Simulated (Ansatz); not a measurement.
## KBr (COD cell start) from one functional to the next

The compound was started in one structure type and brought to zero pressure at each level (plane-wave PAW code Ansatz, Gaussian smearing of 0.05 eV, scalar-relativistic unless SOC, spin–orbit coupling, is named).

The start was a cell as deposited in COD.

The cell at PBEsol (neighbours within 15 % of each site's shortest distance, so a longer bond may be listed from one end only): It takes space group Fm-3m (No. 225, cubic). The conventional cell has a = 6.550 Å, b = 6.550 Å, c = 6.550 Å, α = 90.00°, β = 90.00°, γ = 90.00°. K (site symmetry m-3m) has 6 Br at 3.28 Å as nearest neighbours. Br (site symmetry m-3m) has 6 K at 3.28 Å as nearest neighbours.

```tsv
level	cutoff (eV)	k-mesh	final group	a (Å)	V (Å³/atom)	gap (eV)	B0 (GPa)	E_f (eV/atom)
PBEsol	420	8×8×8	Fm-3m	6.550	35.13	4.34	15	-1.74
PBE	420	10×10×10	Fm-3m	6.706	37.69	4.31	13	-1.77
r²SCAN	500	6×6×6	Fm-3m	6.608	36.07	5.07	–	-1.99
```

Volumes against PBE: PBEsol −6.8 %, r²SCAN −4.3 %. PBEsol < PBE is the usual order of volumes: a stronger gradient correction lowers the energy of inhomogeneous, expanded densities and so lengthens the bonds (here 2.4 % in length from PBEsol to PBE, a third of the change in volume). Of these two, the larger cell is the softer: stretching the PBEsol crystal to the PBE volume along its own (Murnaghan) curve would take its modulus to B0 (V0/V)^B0′ = 15 × (35.13/37.69)^5.0 = 11 GPa, against 13 GPa found, so volume alone would soften it more than is found. r²SCAN widens the gap by 0.76 eV over PBE, as meta-GGAs in the generalised Kohn–Sham scheme often do. The formation energy spans 0.25 eV/atom over the functionals (r²SCAN lowest, PBEsol highest); the spread holds the functional's effect on the elements as well as on the compound.

The PAW datasets were made for PBE. The gaps are differences of one-electron levels. E_f is the formation energy from the elements run alike, at 0 K, without zero-point energy or dispersion between the molecules, chains or layers of the solid elements; it is good to about 0.01 eV/atom as a calculation.

All runs used the PAW datasets of the set soft_2.
